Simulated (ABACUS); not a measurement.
Crystal: CuO (Tenorite).

```
Cu O
1.0
     2.34185   -1.71130    0.00000
     2.34185    1.71130    0.00000
    -0.85003    0.00000    5.05787
Cu O
2 2
Direct
  0.50000 0.00000 0.50000
  0.00000 0.50000 0.00000
  0.41840 0.58160 0.75000
  0.58160 0.41840 0.25000
```

| Property | Result |
| --- | --- |
| Program | ABACUS 3.10.1 |
| Task | relaxation of cell and atoms |
| Functional | PBE |
| Potentials or basis | PseudoDojo NC SR 0.4.1 PBE standard |
| Cutoff | 1252 eV |
| Density cutoff | 5007 eV |
| Basis | plane waves |
| k mesh | 7 × 7 × 4 |
| Occupations | fermi-dirac, width 0.05 eV |
| Spin | no spin polarisation |

At the start: pressure 5.5 GPa; volume 10.13 Å³/atom.

Problem. How do energy, volume and symmetry change on relaxing?

Solution. Over 25 steps the energy falls by 39.3 meV/atom and the volume is 10.89 Å³/atom (+7.4 %); space group C2/c (No. 15, to 0.05 Å).

The path:
| step | energy change (eV) | largest force (eV/Å) | pressure (GPa) | volume (Å³) |
| --- | --- | --- | --- | --- |
| 1 | 0.0000 | 0.2927 | 5.52 | 40.54 |
| 2 | -0.0290 | 0.3596 | -2.84 | 42.70 |
| 3 | -0.0320 | 0.3426 | -1.05 | 42.18 |
| 4 | -0.0537 | 0.2688 | -0.73 | 42.37 |
| 5 | -0.0881 | 0.0031 | 0.16 | 42.94 |
| 6 | -0.1031 | 0.0296 | -0.02 | 43.09 |
| 7 | -0.1310 | 0.1012 | -0.68 | 43.51 |
| 8 | -0.1334 | 0.1294 | -1.21 | 43.67 |
| 9 | -0.1425 | 0.0946 | 1.23 | 43.09 |
| 10 | -0.1426 | 0.0898 | 1.58 | 43.01 |
| 11 | -0.1477 | 0.0786 | -0.74 | 43.51 |
| 12 | -0.1481 | 0.0811 | -0.23 | 43.41 |
| 13 | -0.1517 | 0.0519 | -0.05 | 43.43 |
| 14 | -0.1560 | 0.0297 | 0.26 | 43.47 |
| 15 | -0.1566 | 0.0191 | -0.68 | 43.73 |
| 16 | -0.1568 | 0.0030 | -0.40 | 43.64 |
| 17 | -0.1565 | 0.0233 | 0.77 | 43.39 |
| 18 | -0.1571 | 0.0102 | 0.08 | 43.54 |
| 19 | -0.1572 | 0.0106 | -0.03 | 43.56 |
| 20 | -0.1573 | 0.0122 | -0.07 | 43.58 |
| 21 | -0.1573 | 0.0004 | 0.21 | 43.51 |
| 22 | -0.1573 | 0.0051 | 0.07 | 43.54 |
| 23 | -0.1573 | 0.0030 | -0.07 | 43.57 |
| 24 | -0.1573 | 0.0017 | 0.00 | 43.55 |
| 25 | -0.1574 | 0.0019 | 0.00 | 43.55 |

Final structure:
```xyz
4
Lattice="2.2407 -1.8777 0.1278 2.2407 1.8777 0.1278 -0.5316 0.0000 5.1455" Properties=species:S:1:pos:R:3 pbc="T T T"
Cu    3.0953    0.9389    2.7644
Cu    1.1204    0.9389    0.0639
O     1.8420    0.0522    3.9869
O     2.1078   -0.0522    1.4142
```

Caveat: the run has no spin polarisation, though such a crystal can be magnetic.
